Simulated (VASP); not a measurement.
VASP 6.6.1 run: KCl

INCAR

```
EDIFF = 1E-7
LCHARG = .FALSE.
SIGMA = 0.02
NSW = 0
IBRION = -1
METAGGA = MS2
LWAVE = .FALSE.
NELM = 120
PREC = Accurate
LREAL = .FALSE.
NBANDS = 15
ISMEAR = -1
ENCUT = 520
ISIF = 2
LASPH = .TRUE.
```

KPOINTS

```
KPOINTS created by Atomic Simulation Environment
0
Gamma
6 6 6
0 0 0
```

POSCAR

```
K  Cl
 1.0000000000000000
    -0.0116909428000000    3.4955918876999998    3.4955918876999998
     3.4955918876999998   -0.0116909428000000    3.4955918876999998
     3.4955918876999998    3.4955918876999998   -0.0116909428000000
 K   Cl
   1   1
Cartesian
 -0.0015126629294880 -0.0015126629294880 -0.0015126629294880
  1.7463858710794884  1.7463858710794884  1.7463858710794884
```

The recommended PBE PAW datasets give the neutral cell 16 valence electrons.

Command

```
mpirun -np 1 vasp_std
```

OSZICAR

```
N       E                     dE             d eps       ncg     rms          rms(c)
DAV:   1     0.803415296150E+02    0.80342E+02   -0.62371E+03   960   0.857E+02
DAV:   2    -0.164904811273E+02   -0.96832E+02   -0.88997E+02  1313   0.221E+02
DAV:   3    -0.237600702882E+02   -0.72696E+01   -0.71598E+01  1395   0.544E+01
DAV:   4    -0.240746504267E+02   -0.31458E+00   -0.31417E+00  1160   0.110E+01
DAV:   5    -0.240828958391E+02   -0.82454E-02   -0.82430E-02  1396   0.184E+00    0.550E+00
DAV:   6    -0.170333633398E+02    0.70495E+01   -0.17308E+01  1184   0.251E+01    0.372E+00
DAV:   7    -0.168365758027E+02    0.19679E+00   -0.89729E-01  1170   0.944E+00    0.249E+00
DAV:   8    -0.169049093559E+02   -0.68334E-01   -0.11594E-01  1376   0.330E+00    0.131E+00
DAV:   9    -0.169627971805E+02   -0.57888E-01   -0.96895E-02  1495   0.270E+00    0.818E-01
DAV:  10    -0.169762716341E+02   -0.13474E-01   -0.11943E-02  1294   0.118E+00    0.428E-01
DAV:  11    -0.169787380623E+02   -0.24664E-02   -0.31314E-03  1373   0.601E-01    0.136E-01
DAV:  12    -0.169792443145E+02   -0.50625E-03   -0.84024E-04  1121   0.335E-01    0.321E-02
DAV:  13    -0.169792792771E+02   -0.34963E-04   -0.42285E-05  1468   0.637E-02    0.204E-02
DAV:  14    -0.169792918191E+02   -0.12542E-04   -0.18705E-05   990   0.474E-02    0.120E-02
DAV:  15    -0.169792940966E+02   -0.22775E-05   -0.14724E-06  1272   0.113E-02    0.149E-03
DAV:  16    -0.169792941228E+02   -0.26242E-07   -0.71733E-08  1033   0.256E-03
   1 F= -.16979294E+02 E0= -.16979294E+02  d E =-.483515E-10
```

From OUTCAR

```
k-points           NKPTS =     32   k-points in BZ     NKDIM =     32   number of bands    NBANDS=     15

   NELECT =      16.0000    total number of electrons

   dimension x,y,z NGX =    40 NGY =   40 NGZ =   40
   dimension x,y,z NGXF=    80 NGYF=   80 NGZF=   80

  energy-cutoff  :      520.00
  volume of cell :       85.85
      direct lattice vectors                 reciprocal lattice vectors
    -0.011690943  3.495591888  3.495591888    -0.142321707  0.142799297  0.142799297
     3.495591888 -0.011690943  3.495591888     0.142799297 -0.142321707  0.142799297
     3.495591888  3.495591888 -0.011690943     0.142799297  0.142799297 -0.142321707

 k-points in reciprocal lattice and weights: KPOINTS created by Atomic Simulation Env
   0.00000000  0.00000000  0.00000000       0.005
   0.16666667  0.00000000  0.00000000       0.028
   0.33333333  0.00000000  0.00000000       0.028
   0.50000000  0.00000000  0.00000000       0.014
   0.16666667  0.16666667  0.00000000       0.028
   0.33333333  0.16666667  0.00000000       0.056
   0.50000000  0.16666667  0.00000000       0.056
  -0.33333333  0.16666667  0.00000000       0.056
   ...

 E-fermi :  -3.0085

 k-point     1 :       0.0000    0.0000    0.0000
  band No.  band energies     occupation
      1     -32.0482      2.00000
      2     -16.0238      2.00000
      3     -14.4399      2.00000
      4     -14.4394      2.00000
      5     -14.4394      2.00000
      6      -3.5174      2.00000
      7      -3.5174      2.00000
      8      -3.5119      2.00000
      9       1.8156      0.00000
     10       6.7019      0.00000
     11       6.7019      0.00000
     12       7.6684      0.00000
     13       7.6684      0.00000
     14       7.6727      0.00000
     15       8.6977      0.00000

 k-point     2 :       0.1667    0.0000    0.0000
  band No.  band energies     occupation
      1     -32.0475      2.00000
      2     -16.0576      2.00000
      3     -14.4424      2.00000
      4     -14.4419      2.00000
      5     -14.4008      2.00000
      6      -3.6040      2.00000
      7      -3.5098      2.00000
      8      -3.5054      2.00000
      9       2.2354      0.00000
     10       6.3659      0.00000
     11       6.3808      0.00000
     12       7.1749      0.00000
     13       7.9507      0.00000
     14       8.1955      0.00000
     15       8.2066      0.00000

 k-point     3 :       0.3333    0.0000    0.0000
  band No.  band energies     occupation
      1     -32.0462      2.00000
      2     -16.1203      2.00000
      3     -14.4475      2.00000
      4     -14.4469      2.00000
      5     -14.3290      2.00000
      6      -3.7448      2.00000
      7      -3.4953      2.00000
      8      -3.4920      2.00000
      9       3.2132      0.00000
     10       5.7396      0.00000
     11       6.1457      0.00000
     12       6.1796      0.00000
     13       7.9057      0.00000
     14       8.0482      0.00000
     15       8.0809      0.00000

 ...

  Total        0.0576375      0.0576375      0.0576375      0.0114959      0.0114959      0.0114959
  in kB        1.0755985      1.0755985      1.0755985      0.2145306      0.2145306      0.2145306
  external PRESSURE =       1.0755985 kB  Pullay stress =       0.0000000 kB

 POSITION                                       TOTAL-FORCE (eV/Angst)
 -----------------------------------------------------------------------------------
      6.97798      6.97798      6.97798        -0.004048     -0.004048     -0.004048
      1.74639      1.74639      1.74639         0.004048      0.004048      0.004048
 -----------------------------------------------------------------------------------
    total drift:                               -0.000015     -0.000015     -0.000015

  FREE ENERGIE OF THE ION-ELECTRON SYSTEM (eV)
  ---------------------------------------------------
  free  energy   TOTEN  =       -16.9792941228 eV

  energy  without entropy=      -16.9792941228  energy(sigma->0) =      -16.97929412
```

It converged. Results: gap between bands v and c on the k mesh 5.29 eV; least direct gap on the k mesh 5.33 eV; pressure 0.1 GPa. Band v is the last that the valence electrons fill when counted band by band, and c is the next.

For comparison, a separate PBE run of the intended cell, on usual settings and not on those above, gives a gap of 4.78 eV on its mesh and a pressure of 0.4 GPa.

The run above took about 3 min on one core of a shared host (Intel Xeon Platinum 8488C) and held 0.27 GiB at most.
